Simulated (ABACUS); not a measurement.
Write the native input for ABACUS 3.10.1 that does the following.

| Property | Result |
| --- | --- |
| Task | single point |
| Functional | HSE-type (share 0.25, screening 0.11/bohr) |
| Potentials or basis | SG15 ONCV 1.2 PBE |
| Cutoff | 1361 eV |
| Density cutoff | 5442 eV |
| Basis | DZP LCAO (the cutoffs set its grid) |
| k mesh | 6 × 6 × 6 |
| Occupations | fermi-dirac, width 0.05 eV |
| Spin | no spin polarisation |
| Radial cutoff of the potentials (pseudo_rcut) | 7 bohr |
| Orbital files | C C_confined-atom_6au_2s2p1d.orb |
| SCF threshold on the density | 1e-07 |
| Max SCF steps | 100 |
| Eigensolver | genelpa |
| Mixing | broyden |
| Mixing share | 0.7 |
| Symmetry key | 1 |
| Bands | 8 |
| Share of exact exchange | 0.25 |
| Screening of the exchange | 0.11 1/bohr |
| Threshold of the auxiliary basis | 0.001 |

Crystal: C.

```xyz
2
Lattice="0.0000 1.7834 1.7834 1.7834 0.0000 1.7834 1.7834 1.7834 0.0000" Properties=species:S:1:pos:R:3 pbc="T T T"
C     2.6751    2.6751    2.6751
C     1.7834    1.7834    1.7834
```

This isn't the form of C at room conditions, which is graphite.

The input as run:

INPUT

```
INPUT_PARAMETERS
suffix              C
calculation         scf
basis_type          lcao
pseudo_dir          ./
orbital_dir         ./
symmetry            1
dft_functional      hse
ecutwfc             100
pseudo_rcut         7
nspin               1
nbands              8
ks_solver           genelpa
smearing_method     fd
smearing_sigma      0.00367493
scf_thr             1e-07
scf_nmax            100
mixing_type         broyden
mixing_beta         0.7
exx_hybrid_alpha    0.25
exx_hse_omega       0.11
exx_separate_loop   1
scf_ene_thr         1e-05
exx_pca_threshold   0.001
out_mul             1
```

STRU

```
ATOMIC_SPECIES
C 12.0110 C_ONCV_PBE-1.2.upf

NUMERICAL_ORBITAL
C_confined-atom_6au_2s2p1d.orb

LATTICE_CONSTANT
1.8897261246

LATTICE_VECTORS
0.0000000000 1.7833700000 1.7833700000
1.7833700000 0.0000000000 1.7833700000
1.7833700000 1.7833700000 0.0000000000

ATOMIC_POSITIONS
Direct

C
0.0
2
0.7500000000 0.7500000000 0.7500000000 1 1 1
0.5000000000 0.5000000000 0.5000000000 1 1 1
```

KPT

```
K_POINTS
0
Gamma
6 6 6 0 0 0
```

Potentials or basis: SG15 ONCV 1.2 PBE, DZP LCAO (the cutoffs set its grid).

Run with:

```bash
$ OMP_NUM_THREADS=8 abacus > log
```

It gave:

```yaml
Band_gap_on_the_k_mesh: 5.40 eV, indirect (least direct gap 6.97 eV)
```

Caveat: the k mesh is coarse (spacing up to 0.51 Å⁻¹), so the values aren't converged, least of all with exact exchange; the atomic orbitals were generated for these runs and aren't a published set; gaps of hybrids in this basis differ from plane-wave ones by up to 0.1 eV; the basis of atomic orbitals isn't converged, which shifts pressures, moduli and gaps.

Run time: 38 s on 8 threads of AMD EPYC 9R45 96-Core Processor (Zen 5), on a shared host, peak memory 1.9 GiB.
